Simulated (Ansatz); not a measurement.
# Clamped-ion strain scan in PbS

The calculation used Ansatz 0.2.0, DFT r2SCAN, scalar-relativistic, plane waves, PAW. Settings: plane waves to 500 eV, k-mesh 8×8×8 (Γ-centred), Gaussian smearing 0.05 eV. Spin–orbit coupling is left out, which matters for the heavy elements here. No spin polarisation. Energies are free energies at this smearing, counted from the undisturbed cell; pressure is positive in compression.

Reference structure (as given, not relaxed at this level; it stands at 1.4 GPa):

```yaml
crystal:
  lattice:
    - [0.00000, 2.96500, 2.96500]
    - [2.96500, 0.00000, 2.96500]
    - [2.96500, 2.96500, 0.00000]
  atoms:
    - { symbol: Pb, position: [0.00000, 0.00000, 0.00000] }
    - { symbol: S, position: [0.50000, 0.50000, 0.50000] }
```

The cell is strained by ε times the Voigt pattern (0, 0, 0, 1, 0, 0) (xx, yy, zz, yz, xz, xy; engineering shear) with fractional coordinates fixed.

| ε | ΔE (meV/atom) | stress summed along the pattern (GPa, tension positive) | pressure (GPa) | gap on the mesh (eV) |
| --- | --- | --- | --- | --- |
| -0.1500 | 38.1 | -3.02 | 1.2 | 0.00 |
| -0.0750 | 9.6 | -1.53 | 1.3 | 0.20 |
| 0.0000 | 0.0 | 0.00 | 1.4 | 0.61 |
| 0.0187 | 0.6 | 0.38 | 1.4 | 0.51 |
| 0.0375 | 2.4 | 0.76 | 1.4 | 0.41 |
| 0.0562 | 5.4 | 1.14 | 1.3 | 0.31 |
| 0.0937 | ? | 1.91 | ? | 0.09 |
| 0.1125 | 21.6 | ? | 1.3 | 0.00 |
| 0.1312 | 29.2 | 2.60 | 1.2 | 0.00 |

By symmetry 0.1500 repeats -0.1500, -0.1125 repeats 0.1125, 0.0750 repeats -0.0750, -0.0375 repeats 0.0375 in energy, with the opposite slope along the path. Where the gap reads zero the k-mesh, chosen for the insulator, is on the coarse side.

Task: Give the withheld values.

Result: ΔE (meV/atom) at ε = 0.0937: 15.0; pressure (GPa) at ε = 0.0937: 1.3; stress summed along the pattern (GPa, tension positive) at ε = 0.1125: 2.24.